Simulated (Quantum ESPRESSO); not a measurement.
TiSi: single point with PBEsol

The system is TiSi.

```xyz
2
Lattice="1.8401 -2.1455 0.0000 1.8401 2.1455 0.0000 0.0000 0.0000 3.8540" Properties=species:S:1:pos:R:3 pbc="T T T"
Ti    1.8401    0.0000    0.0000
Si    0.0000    0.0000    1.9270
```

The cell comes from a database or a generator and needn't be the stable form of this composition.

The cell isn't the ideal one: volume scaled by 1.04.

```
Program                           : Quantum ESPRESSO 7.5
Task                              : single point
Functional                        : PBEsol
Potentials or basis               : PseudoDojo 0.4.1 SR PBEsol standard
Cutoff                            : 1143 eV
Density cutoff                    : 4572 eV
k mesh                            : 4 × 4 × 4
Occupations                       : fermi-dirac, width 0.05 eV
Spin                              : no spin polarisation
k mesh of the self-consistent run : 10 × 10 × 8
```

```yaml
Band_gap_on_the_k_mesh_mean-field_level: none (metal or under the smearing width)
```

Levels at points of the mesh, in eV from the Fermi level:
| k point | band 6 | band 7 | band 8 | band 9 | band 10 | band 11 |
| --- | --- | --- | --- | --- | --- | --- |
| (0.00, 0.00, 0.00) | -2.36 | -1.71 | -1.10 | 1.55 | 2.17 | 2.71 |
| (0.00, 0.00, -0.50) | -6.41 | -0.82 | 0.51 | 0.53 | 1.56 | 2.78 |
| (0.00, -0.50, 0.00) | -6.19 | -2.79 | -0.84 | 1.52 | 2.17 | 4.01 |
| (0.00, -0.50, -0.50) | -4.71 | -2.64 | -1.73 | 1.29 | 1.68 | 1.72 |
| (-0.50, -0.50, 0.00) | -3.70 | -1.54 | -1.24 | -0.84 | -0.32 | 2.54 |
| (-0.50, -0.50, -0.50) | -3.71 | -3.31 | -3.29 | 1.98 | 2.43 | 2.60 |

Wall time 2.3 min on 1 thread of Intel(R) Xeon(R) Processor @ 2.50GHz (Skylake/Cascade Lake) (shared host), peak memory 0.14 GiB.

Caveat: the k mesh is coarse (spacing up to 0.56 Å⁻¹), so the values aren't converged.
